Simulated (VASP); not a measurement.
# Al and the effect of the functional

```
Al
1.0
     0.00000    2.02481    2.02481
     2.02481    0.00000    2.02481
     2.02481    2.02481    0.00000
Al
1
Direct
  0.00000 0.00000 0.00000
```

Kept alike: task band structure; k mesh 11 × 11 × 11; occupations fermi-dirac, width 0.05 eV; no spin polarisation. Program: VASP, PAW files Al, 520 eV. The mesh is that of the run's cell of 1 atom. No spin-orbit coupling.

| functional | pressure (GPa) |
| --- | --- |
| AM05 | -2.45 |
| BLYP | 3.14 |
| LDA | -3.61 |
| PBE | -0.46 |
| PBEsol | -1.87 |
| PW91 | -0.03 |
| RPBE | 0.83 |
| SCAN | -2.27 |
| TPSS | -2.25 |
| r2SCAN | -3.63 |
| revPBE | 0.53 |

Pressure is positive in compression; the values hold the error of the finite cutoff, so their zero can differ a little from the energy's minimum. For a metal such a mesh leaves the last digits unconverged. Runs of this series that gave no sound value for these columns are left out. Potentials were made for PBE (AM05, BLYP, PBE, PBEsol, PW91, RPBE, SCAN, TPSS, r2SCAN, revPBE); LDA (LDA).

What does the functional change here?

The pressure runs from -3.63 (r2SCAN) to 3.14 GPa (BLYP). From PBE: AM05 -1.99; BLYP +3.60; LDA -3.15; PBEsol -1.41; PW91 +0.43; RPBE +1.29; SCAN -1.81; TPSS -1.79; r2SCAN -3.17; revPBE +0.99. A positive pressure means that the functional's own cell is larger than the one given, a negative one that it is smaller.

At this fixed cell, LDA wants a smaller lattice and BLYP a clearly larger one, with PBE and PW91 close to balance. Among LDA, PBEsol, PBE, revPBE and RPBE, the pressure rises with the strength of the gradient correction to exchange. Stronger enhancement favours inhomogeneous density, which weakens the cohesion of the nearly free sp electrons and expands the metal. BLYP goes furthest, at 3.14 GPa, probably because LYP correlation does not recover the uniform electron gas, the natural reference for aluminium's valence density.

The meta-GGAs show that a higher rung does not mean a steady shift away from LDA: r2SCAN contracts the cell about as much as LDA does, while SCAN and TPSS lie near AM05. The gap between SCAN and r2SCAN may reflect their different treatment of slowly varying densities. A pressure near zero shows agreement with the chosen cell, not general accuracy, and a single volume cannot separate a shift in equilibrium volume from a change in stiffness.
